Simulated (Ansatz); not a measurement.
## CsI, space group Pm-3m: the levels without and with spin-orbit coupling, step by step

With the Python package of Ansatz (0.2.0).

Run as a notebook:

**Cell 1**
```python
from dataclasses import dataclass
import warnings

import ansatz as az
import numpy as np
```

**Cell 2**
```python
@dataclass
class Options:
    kmesh: tuple[int, ...] = (4, 4, 4)
    functional: str = 'LDA'
    ecut: int = 550
    smearing: str = 'fixed'


settings = Options()
```

**Cell 3**
```python
warnings.simplefilter('ignore', az.DeckWarning)
```

**Cell 4**
```python
vectors = np.array([
    [4.5667, 0.0, 0.0],
    [0.0, 4.5667, 0.0],
    [0.0, 0.0, 4.5667],
])
structure = (
    az.Lattice.of(vectors)
    .atom('Cs', [0.0, 0.0, 0.0])
    .atom('I', [0.5, 0.5, 0.5])
)
```

**Cell 5**
```python
len(structure.resolved().sites)
```
Output:
```text
2
```

**Cell 6**
```python
setup = structure.calculation()
setup = setup.kpoints(mesh=settings.kmesh)
setup = setup.functional(settings.functional)
setup = setup.basis(settings.ecut)
setup = setup.occupations(settings.smearing)
setup = setup.band_table()
for label, variant in (('scalar-relativistic', setup), ('spin-orbit', setup.spin(soc=True))):
    report = variant.run().report
    zero = report['band_edges_ev'][0] if report.get('band_edges_ev') else report['fermi_energy_ev']
    near = [round(e - zero, 3) for e in report['eigenvalues_ev'][0] if abs(e - zero) < 3]
    print(label)
    print('  band edges (eV):', [round(e, 3) for e in report.get('band_edges_ev') or []] or 'none reported')
    print('  levels at k =', report['kpoints_frac'][0], 'within 3 eV of the zero:', near)
```
Output:
```text
scalar-relativistic
  band edges (eV): [3.701, 7.229]
  levels at k = [0.0, 0.0, 0.0] within 3 eV of the zero: [-0.088, -0.088, -0.088]
spin-orbit
  band edges (eV): [3.955, 7.232]
  levels at k = [0.0, 0.0, 0.0] within 3 eV of the zero: [-1.097, -1.097, -0.0, -0.0, 0.0, 0.0]
```

Notes:
- The computed bands are complete only to about 5.7 eV above the Fermi level.
- The structure is a deposited one; some such entries were measured under pressure or heat, so a shift against it needn't be the functional's error alone.
- Gaps and levels are Kohn-Sham values on a finite set of k-points.
- With spin-orbit coupling each level holds one electron and, with inversion or at time-reversal points, comes in pairs; a window in energy can cut a split set.
- The whole script took 10 s on 1 thread of Arm Neoverse V1, on a shared host, peak memory 0.62 GiB.
